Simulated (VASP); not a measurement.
# Input and output of a VASP r²SCAN relaxation of cell and atoms on SiC (zincblende)

INCAR

```
ISMEAR = -1
NSW = 40
ISIF = 3
EDIFFG = -5E-3
LASPH = .TRUE.
SIGMA = 0.02
NELM = 120
EDIFF = 1E-7
PREC = Accurate
LCHARG = .FALSE.
NBANDS = 11
IBRION = 2
ENCUT = 600
LWAVE = .FALSE.
LREAL = .FALSE.
ALGO = Normal
METAGGA = R2SCAN
```

KPOINTS

```
KPOINTS created by Atomic Simulation Environment
0
Gamma
10 10 10
0 0 0
```

POSCAR

```
Si C
 1.0000000000000000
     0.0000000000000000    2.1897788108572280    2.1897788108572280
     2.1897788108572280   -0.0000000000000000    2.1897788108572280
     2.1897788108572280    2.1897788108572280   -0.0000000000000000
 Si  C
   1   1
Cartesian
 -0.0000000000000000  0.0000000000000000 -0.0000000000000000
  1.0948894054286140  1.0948894054286140  1.0948894054286140
```

VASP ran with the recommended PBE PAW datasets (8 valence electrons in the cell).

Command

```
mpirun -np 1 vasp_std
```

OSZICAR

```
N       E                     dE             d eps       ncg     rms          rms(c)
DAV:   1     0.106082662136E+01    0.10608E+01   -0.43535E+03  1042   0.712E+02
DAV:   2    -0.215916986745E+02   -0.22653E+02   -0.21455E+02  1350   0.120E+02
DAV:   3    -0.222927790061E+02   -0.70108E+00   -0.69976E+00  1283   0.176E+01
DAV:   4    -0.222953966830E+02   -0.26177E-02   -0.26175E-02  1180   0.134E+00
DAV:   5    -0.222954076737E+02   -0.10991E-04   -0.10991E-04  1250   0.836E-02    0.903E+00
DAV:   6    -0.192823668744E+02    0.30130E+01   -0.49867E+00  1163   0.105E+01    0.497E+00
DAV:   7    -0.193144206098E+02   -0.32054E-01   -0.48259E-01  1258   0.404E+00    0.242E+00
DAV:   8    -0.193245464293E+02   -0.10126E-01   -0.20109E-02  1109   0.112E+00    0.169E-01
DAV:   9    -0.193248826333E+02   -0.33620E-03   -0.40550E-04  1435   0.184E-01    0.134E-01
DAV:  10    -0.193249699536E+02   -0.87320E-04   -0.76487E-05  1142   0.803E-02    0.145E-02
DAV:  11    -0.193249686265E+02    0.13271E-05   -0.11719E-06  1307   0.746E-03    0.440E-03
DAV:  12    -0.193249688226E+02   -0.19614E-06   -0.12678E-07  1193   0.336E-03    0.153E-04
DAV:  13    -0.193249688134E+02    0.92098E-08   -0.12445E-09   688   0.295E-04
   1 F= -.19324969E+02 E0= -.19324969E+02  d E =-.193250E+02
       N       E                     dE             d eps       ncg     rms          rms(c)
DAV:   1    -0.193262643403E+02   -0.12955E-02   -0.31470E-01  1199   0.378E+00    0.662E-01
DAV:   2    -0.193245508899E+02    0.17135E-02   -0.16819E-02  1151   0.729E-01    0.364E-01
DAV:   3    -0.193240670058E+02    0.48388E-03   -0.21182E-03  1172   0.281E-01    0.992E-02
DAV:   4    -0.193239775010E+02    0.89505E-04   -0.20960E-04  1189   0.868E-02    0.501E-02
DAV:   5    -0.193239800219E+02   -0.25209E-05   -0.80131E-06  1266   0.194E-02    0.354E-02
DAV:   6    -0.193239841119E+02   -0.40899E-05   -0.12988E-06  1171   0.870E-03    0.456E-03
DAV:   7    -0.193239836366E+02    0.47527E-06   -0.41840E-08   730   0.145E-03    0.791E-04
DAV:   8    -0.193239836519E+02   -0.15263E-07   -0.63295E-09   595   0.591E-04
   2 F= -.19323984E+02 E0= -.19323984E+02  d E =0.985162E-03
       N       E                     dE             d eps       ncg     rms          rms(c)
DAV:   1    -0.193299185022E+02   -0.59349E-02   -0.84865E-02  1196   0.193E+00    0.347E-01
DAV:   2    -0.193295776941E+02    0.34081E-03   -0.47892E-03  1151   0.383E-01    0.189E-01
DAV:   3    -0.193294546115E+02    0.12308E-03   -0.55240E-04  1166   0.144E-01    0.538E-02
DAV:   4    -0.193294266814E+02    0.27930E-04   -0.58543E-05  1190   0.457E-02    0.262E-02
DAV:   5    -0.193294253720E+02    0.13093E-05   -0.19246E-06  1260   0.963E-03    0.183E-02
DAV:   6    -0.193294236289E+02    0.17432E-05   -0.39496E-07  1157   0.469E-03    0.234E-03
DAV:   7    -0.193294238597E+02   -0.23088E-06   -0.10425E-08   646   0.769E-04    0.357E-04
DAV:   8    -0.193294238503E+02    0.93985E-08   -0.17424E-09   562   0.305E-04
   3 F= -.19329424E+02 E0= -.19329424E+02  d E =-.445504E-02
```

From OUTCAR

```
k-points           NKPTS =     47   k-points in BZ     NKDIM =     47   number of bands    NBANDS=     11

   NELECT =       8.0000    total number of electrons

   dimension x,y,z NGX =    28 NGY =   28 NGZ =   28
   dimension x,y,z NGXF=    56 NGYF=   56 NGZF=   56

  energy-cutoff  :      600.00
  volume of cell :       20.64
      direct lattice vectors                 reciprocal lattice vectors
     0.000000000  2.177042676  2.177042676    -0.229669361  0.229669361  0.229669361
     2.177042676  0.000000000  2.177042676     0.229669361 -0.229669361  0.229669361
     2.177042676  2.177042676  0.000000000     0.229669361  0.229669361 -0.229669361

 k-points in reciprocal lattice and weights: KPOINTS created by Atomic Simulation Env
   0.00000000  0.00000000  0.00000000       0.001
   0.10000000  0.00000000  0.00000000       0.008
   0.20000000  0.00000000  0.00000000       0.008
   0.30000000  0.00000000  0.00000000       0.008
   0.40000000  0.00000000  0.00000000       0.008
   0.50000000  0.00000000  0.00000000       0.004
   0.10000000  0.10000000  0.00000000       0.006
   0.20000000  0.10000000  0.00000000       0.024
   ...

 E-fermi :   8.3799

 k-point     1 :       0.0000    0.0000    0.0000
  band No.  band energies     occupation
      1      -8.1892      2.00000
      2       8.0112      2.00000
      3       8.0112      2.00000
      4       8.0112      2.00000
      5      14.8793      0.00000
      6      15.8816      0.00000
      7      15.8816      0.00000
      8      15.8816      0.00000
      9      23.2376      0.00000
     10      23.2376      0.00000
     11      25.8197      0.00000

 k-point     2 :       0.1000    0.0000    0.0000
  band No.  band energies     occupation
      1      -7.9864      2.00000
      2       6.9623      2.00000
      3       7.8713      2.00000
      4       7.8713      2.00000
      5      15.1283      0.00000
      6      16.1408      0.00000
      7      16.1408      0.00000
      8      16.2295      0.00000
      9      22.2995      0.00000
     10      22.2995      0.00000
     11      25.4280      0.00000

 k-point     3 :       0.2000    0.0000    0.0000
  band No.  band energies     occupation
      1      -7.3879      2.00000
      2       4.7509      2.00000
      3       7.5494      2.00000
      4       7.5494      2.00000
      5      14.8151      0.00000
      6      16.5205      0.00000
      7      16.5205      0.00000
      8      17.5782      0.00000
      9      21.6355      0.00000
     10      21.6355      0.00000
     11      24.4780      0.00000

 k-point     4 :       0.3000    0.0000    0.0000
  band No.  band energies     occupation
      1      -6.4348      2.00000
      2       2.3427      2.00000
      3       7.2165      2.00000
      4       7.2165      2.00000
      5      14.3995      0.00000
      6      16.3619      0.00000
      7      16.3619      0.00000
      8      18.6513      0.00000
      9      22.5429      0.00000
     10      22.5429      0.00000
     11      24.2286      0.00000

 k-point     5 :       0.4000    0.0000    0.0000
  band No.  band energies     occupation
      1      -5.2716      2.00000
      2       0.2246      2.00000
      3       6.9852      2.00000
      4       6.9852      2.00000
      5      14.1234      0.00000
      6      15.9545      0.00000
      7      15.9545      0.00000
      8      18.9721      0.00000
      9      24.6306      0.00000
     10      24.6306      0.00000
     11      24.9166      0.00000

 k-point     6 :       0.5000    0.0000    0.0000
  band No.  band energies     occupation
      1      -4.5547      2.00000
      2      -0.8214      2.00000
      3       6.9042      2.00000
      4       6.9042      2.00000
      5      14.0302      0.00000
      6      15.7752      0.00000
      7      15.7752      0.00000
      8      18.9809      0.00000
      9      25.4581      0.00000
     10      26.4064      0.00000
     11      26.4064      0.00000

 k-point     7 :       0.1000    0.1000    0.0000
  band No.  band energies     occupation
      1      -7.9187      2.00000
      2       7.2253      2.00000
      3       7.5181      2.00000
      4       7.5181      2.00000
      5      15.0719      0.00000
      6      15.6941      0.00000
      7      16.6331      0.00000
      8      16.6331      0.00000
      9      20.8589      0.00000
     10      23.5503      0.00000
     11      26.7838      0.00000

 k-point     8 :       0.2000    0.1000    0.0000
  band No.  band energies     occupation
      1      -7.4517      2.00000
      2       5.4979      2.00000
      3       7.0682      2.00000
      4       7.3625      2.00000
      5      14.7198      0.00000
      6      16.0729      0.00000
      7      17.2986      0.00000
      8      17.3106      0.00000
      9      20.1586      0.00000
     10      23.2825      0.00000
     11      26.0465      0.00000

 k-point     9 :       0.3000    0.1000    0.0000
  band No.  band energies     occupation
      1      -6.6134      2.00000
      2       3.2019      2.00000
      3       6.7118      2.00000
      4       6.9780      2.00000
      5      14.4310      0.00000
      6      16.2567      0.00000
      7      17.3931      0.00000
      8      17.7234      0.00000
      9      21.1581      0.00000
     10      23.7732      0.00000
     11      25.3812      0.00000

 k-point    10 :       0.4000    0.1000    0.0000
  band No.  band energies     occupation
      1      -5.4976      2.00000
      2       0.9950      2.00000
      3       6.5134      2.00000
      4       6.5474      2.00000
      5      14.1800      0.00000
      6      15.8437      0.00000
      7      16.9165      0.00000
      8      18.9176      0.00000
      9      22.4147      0.00000
     10      25.4943      0.00000
     11      25.7408      0.00000

 k-point    11 :       0.5000    0.1000    0.0000
  band No.  band energies     occupation
      1      -4.5038      2.00000
      2      -0.5240      2.00000
      3       6.1372      2.00000
      4       6.6027      2.00000
      5      14.1639      0.00000
      6      15.5723      0.00000
      7      16.4452      0.00000
      8      19.6503      0.00000
      9      23.9717      0.00000
     10      26.4065      0.00000
     11      26.4314      0.00000

 k-point    12 :      -0.4000    0.1000    0.0000
  band No.  band energies     occupation
      1      -4.7634      2.00000
      2      -0.1561      2.00000
      3       5.9440      2.00000
      4       6.8569      2.00000
      5      14.4170      0.00000
      6      15.6185      0.00000
      7      16.2623      0.00000
      8      19.6398      0.00000
      9      24.0646      0.00000
     10      24.7709      0.00000
     11      26.7212      0.00000

 k-point    13 :      -0.3000    0.1000    0.0000
  band No.  band energies     occupation
      1      -5.8900      2.00000
      2       1.6968      2.00000
      3       5.9879      2.00000
      4       7.2472      2.00000
      5      14.8152      0.00000
      6      16.0334      0.00000
      7      16.3799      0.00000
      8      18.9322      0.00000
      9      21.7189      0.00000
     10      24.0859      0.00000
     11      26.0828      0.00000

 k-point    14 :      -0.2000    0.1000    0.0000
  band No.  band energies     occupation
      1      -6.9319      2.00000
      2       3.9607      2.00000
      3       6.3011      2.00000
      4       7.6608      2.00000
      5      15.2575      0.00000
      6      16.4172      0.00000
      7      16.4836      0.00000
      8      17.8675      0.00000
      9      20.4389      0.00000
     10      23.0206      0.00000
     11      25.8895      0.00000

 k-point    15 :      -0.1000    0.1000    0.0000
  band No.  band energies     occupation
      1      -7.6514      2.00000
      2       5.9746      2.00000
      3       6.9777      2.00000
      4       7.9248      2.00000
      5      15.5525      0.00000
      6      15.8870      0.00000
      7      16.2116      0.00000
      8      17.2842      0.00000
      9      20.8175      0.00000
     10      22.3865      0.00000
     11      26.5011      0.00000

 k-point    16 :       0.2000    0.2000    0.0000
  band No.  band energies     occupation
      1      -7.1194      2.00000
      2       5.5078      2.00000
      3       6.4998      2.00000
      4       6.4998      2.00000
      5      13.5081      0.00000
      6      15.7123      0.00000
      7      18.3784      0.00000
      8      18.3784      0.00000
      9      19.6488      0.00000
     10      24.4811      0.00000
     11      28.5599      0.00000

 ...

  Total       -0.0015044     -0.0015044     -0.0015044      0.0000000      0.0000000      0.0000000
  in kB       -0.1167980     -0.1167980     -0.1167980      0.0000000      0.0000000      0.0000000
  external PRESSURE =      -0.1167980 kB  Pullay stress =       0.0000000 kB

 POSITION                                       TOTAL-FORCE (eV/Angst)
 -----------------------------------------------------------------------------------
      0.00000      0.00000      0.00000        -0.000000     -0.000000     -0.000000
      1.08852      1.08852      1.08852         0.000000      0.000000      0.000000
 -----------------------------------------------------------------------------------
    total drift:                                0.000000      0.000000      0.000000

  FREE ENERGIE OF THE ION-ELECTRON SYSTEM (eV)
  ---------------------------------------------------
  free  energy   TOTEN  =       -19.3294238503 eV

  energy  without entropy=      -19.3294238503  energy(sigma->0) =      -19.32942385
```

| ionic step | ΔE (meV/atom) | volume (Å³) | largest force (eV/Å) | pressure (GPa) | electronic steps |
| --- | --- | --- | --- | --- | --- |
| 1 | 0.0 | 21.00 | 0.000 | -3.85 | 13 |
| 2 | 0.5 | 20.24 | 0.000 | 4.52 | 8 |
| 3 | -2.2 | 20.64 | 0.000 | -0.01 | 8 |

CONTCAR

```
Si C
   1.00000000000000
     0.0000000000000000    2.1770426756256862    2.1770426756256862
     2.1770426756256862    0.0000000000000000    2.1770426756256862
     2.1770426756256862    2.1770426756256862    0.0000000000000000
  Si              C
     1     1
Direct
     0.0000000000000000    0.0000000000000000    0.0000000000000000
     0.2500000000000000    0.2500000000000000    0.2500000000000000

  0.00000000E+00  0.00000000E+00  0.00000000E+00
  0.00000000E+00  0.00000000E+00  0.00000000E+00
```

```yaml
relaxed_cell_vector_lengths: 3.079, 3.079, 3.079 Å
relaxed_cell_volume: 20.64 Å³
```

The run took about 2.7 min on one core of a shared host (Intel Xeon Platinum 8488C) and held 0.17 GiB at most.
